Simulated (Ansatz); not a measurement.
CaSe: the change of pressure and energy above relaxed cell with volume per atom

Results calculated with Ansatz 0.2.0, not measured. Plane-wave density functional theory, PAW datasets, Gaussian smearing 0.05 eV: one cell in which all forces lie under 0.002 eV/angstrom; stress (xx yy zz yz xz xy) and pressure positive in compression; site moments are of spin alone; formation energy from the elements run alike, uncorrected.

Cell of the first row (space group Fm-3m, No. 225):
```
CELL_PARAMETERS angstrom
0.00000 2.89460 2.89460
2.89460 0.00000 2.89460
2.89460 2.89460 0.00000
ATOMIC_POSITIONS crystal
Ca 0.50000 0.50000 0.50000
Se 0.00000 0.00000 0.00000
```

Settings of every row: paw set soft_2; functional PBEsol; spin treatment none; moment partition spheres; spin axis none; wave cutoff 420 eV; k mesh 10x10x10; SCF start atoms; lower state search light; symmetry use detected.

Atom first moment, atom hubbard u: 0 on all atoms.

| row | volume per atom (Å³) | pressure (GPa) | energy above relaxed cell (meV per atom) | formation energy (eV per atom) |
| --- | --- | --- | --- | --- |
| 1 | 24.253 | 2.306 | 7.01 | -2.0433 |
| 2 | 24.758 | 1.091 | 1.68 | -2.0487 |
| 3 | 25.264 | -0.005 | 0 | -2.0503 |
| 4 | 25.769 | -0.994 | 1.6 | -2.0487 |
| 5 | 25.815 | -1.079 | 1.9 | -2.0484 |
| 6 | 26.088 | ? | ? | ? |
| 7 | 26.274 | -1.887 | 6.17 | -2.0442 |

Question: what pressure and energy above relaxed cell should row 6 give?

Worked fit of pressure. Take u = (V_r/V)^(2/3) − 1 with V_r = 25.517 Å³ an atom, which is twice the finite (Eulerian) strain; such expansions in the strain, on which the Birch-Murnaghan equation of state is built, carry the rest volume and the bulk modulus. The shown rows have u = 0.03445, 0.02033, 0.00667, -0.00653, -0.00771, -0.0193. Least squares give pressure = −0.5133 + 74.865 × u + 195.05 × u² + 212 × u³ GPa; a parabola predicts inner rows, each left out in turn, worse (root mean square 0.0014 against 0.00031 GPa). All shown rows lie on it to the printed digit. The pressure vanishes at u = 0.0067, or V = 25.26 Å³ an atom, and there the bulk modulus at fixed shape and fractions is B = −V dP/dV = (2/3)(1 + u) dP/du = 52 GPa. The withheld row has u = -0.01465, so the fit gives −0.5133 + 74.865 × (-0.01465) + 195.05 × (-0.01465)² + 212 × (-0.01465)³ = -1.569 GPa.

The calculation gave -1.567 GPa. The fit lies 0.002 GPa (0.048 % of the column's range) below it; its largest miss of a shown row is 0.000 GPa.

Worked fit of energy above relaxed cell. Take u = (V_r/V)^(2/3) − 1 with V_r = 25.517 Å³ an atom, which is twice the finite (Eulerian) strain; such expansions in the strain, on which the Birch-Murnaghan equation of state is built, carry the rest volume and the bulk modulus. The shown rows have u = 0.03445, 0.02033, 0.00667, -0.00653, -0.00771, -0.0193. Least squares give energy above relaxed cell = 0.41 − 122.6 × u + 9117.8 × u² meV per atom; a straight line predicts inner rows, each left out in turn, worse (root mean square 2.4 against 0.0055 meV per atom). The rows lie off it by 0.00, -0.01, 0.00, 0.00, 0.00, 0.00. Its lowest point lies at u = 0.0067, or V = 25.26 Å³ an atom, and the curvature there gives the bulk modulus at fixed shape and fractions, B = (4/9)(1 + u)² E″(u)/V = 52.1 GPa. The withheld row has u = -0.01465, so the fit gives 0.41 − 122.6 × (-0.01465) + 9117.8 × (-0.01465)² = 4.16 meV per atom.

The calculation gave 4.15 meV per atom. The fit lies 0.01 meV per atom (0.14 % of the column's range) above it, one unit of the last digit.

The other values of row 6: formation energy -2.0462 eV per atom.
